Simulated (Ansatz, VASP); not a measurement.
## Be: VASP beside Ansatz

Contents of INCAR:

```
SYSTEM = Be
ALGO = Fast
EDIFF = 1E-6
ENCUT = 520
GGA = PS
ISIF = 2
ISMEAR = 0
LASPH = .TRUE.
LCHARG = .FALSE.
LREAL = .FALSE.
LWAVE = .FALSE.
NBANDS = 9
NELM = 100
PREC = Accurate
SIGMA = 0.15
```

KPOINTS

```
k-points
0
G
  24 24 14
  0 0 0
```

Contents of POSCAR:

```
Be
1.0
    2.2420144353      0.0000000000      0.0000000000
   -1.1210072177      1.9416414566      0.0000000000
    0.0000000000      0.0000000000      3.7809450000
Be
2
Direct
    0.3333333333      0.6666666667      0.2500000000
    0.6666666667      0.3333333333      0.7500000000
```

Input for Ansatz:

```yaml
crystal:
  lattice:
    - [2.2420144353, 0.0, 0.0]
    - [-1.1210072177, 1.9416414566, 0.0]
    - [0.0, 0.0, 3.780945]
  atoms:
    - { symbol: Be, position: [0.3333333333, 0.6666666667, 0.25] }
    - { symbol: Be, position: [0.6666666667, 0.3333333333, 0.75] }
basis:
  ecutwfc: 420
kpoints:
  mp_grid: { grid: [24, 24, 14] }
hamiltonian:
  xc: pbesol
scf:
  occupations: { method: gaussian, width: 0.15 }
output:
  forces: true
  stress: true
  eigenvalues: true
```

Change from the starting cell: strain -0.025 along x and y, +0.050 along z, atoms carried along.

Alike in both runs: task single point; functional PBEsol; k mesh 24 × 24 × 14; occupations gaussian, width 0.15 eV; no spin polarisation.

|  | VASP | Ansatz |
| --- | --- | --- |
| version | VASP 6.6.1 | Ansatz 0.2.0 |
| potentials or method | VASP PAW PBE potentials, release 64 (Be) | scalar-relativistic, plane waves, PAW |
| plane-wave cutoff (eV) | 520 | 420 |
| valence electrons in the cell | 4 | 4 |

|  | VASP | Ansatz | Ansatz less VASP |
| --- | --- | --- | --- |
| gap on the k mesh at the Fermi level (eV) | none | none | - |
| pressure (GPa) | -5.0 | -5.3 | -0.32 |
| largest component of the traceless stress (GPa) | 12.73 | 12.67 | -0.058 |

A gap of «none» marks a metal or a gap that the smearing closes. The functional is the same, so the differences come from potentials, cutoffs and numerics.

Caveats: the PAW data sets were made with another functional, which shifts forces and pressure a little (VASP).
